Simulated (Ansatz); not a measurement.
```yaml
crystal:
  lattice:
    - [3.3693956289, 0.0, 0.0]
    - [-1.6846978144, 2.91798221, 0.0]
    - [0.0, 0.0, 5.5033461938]
  atoms:
    - { symbol: Sn, position: [0.3333333333, 0.6666666667, 0.75] }
    - { symbol: Sn, position: [0.6666666667, 0.3333333333, 0.25] }
basis:
  ecutwfc: 420
  ecutrho_ratio: 4
kpoints:
  mp_grid: { grid: [6, 6, 4] }
hamiltonian:
  xc: pbe
scf:
  occupations: { method: gaussian, width: 0.05 }
output:
  forces: true
  stress: true
  eigenvalues: true
relax:
  f_tol: 0.03
  max_steps: 60
  cell: { stress_tol: 0.3 }
```

Question: What does this Ansatz input ask for?

Answer: It asks for a full relaxation of cell and atoms of Sn with PBE (scalar-relativistic), a cutoff of 420 eV (density cutoff 4 times that), a Γ-centred 6×6×4 mesh and Gaussian smearing of 0.05 eV, without spin polarisation. Stop at forces under 0.03 eV/Å and stress under 0.3 GPa, or after 60 steps. Forces, stress and eigenvalues are wanted.

Question: How large is the problem?

Answer: 28 valence electrons, 1099 plane waves at Γ (in the final cell), 24 symmetry operations and 21 irreducible k-points; it took 14 SCF iterations in all.

At room temperature and ambient pressure Sn takes another structure.
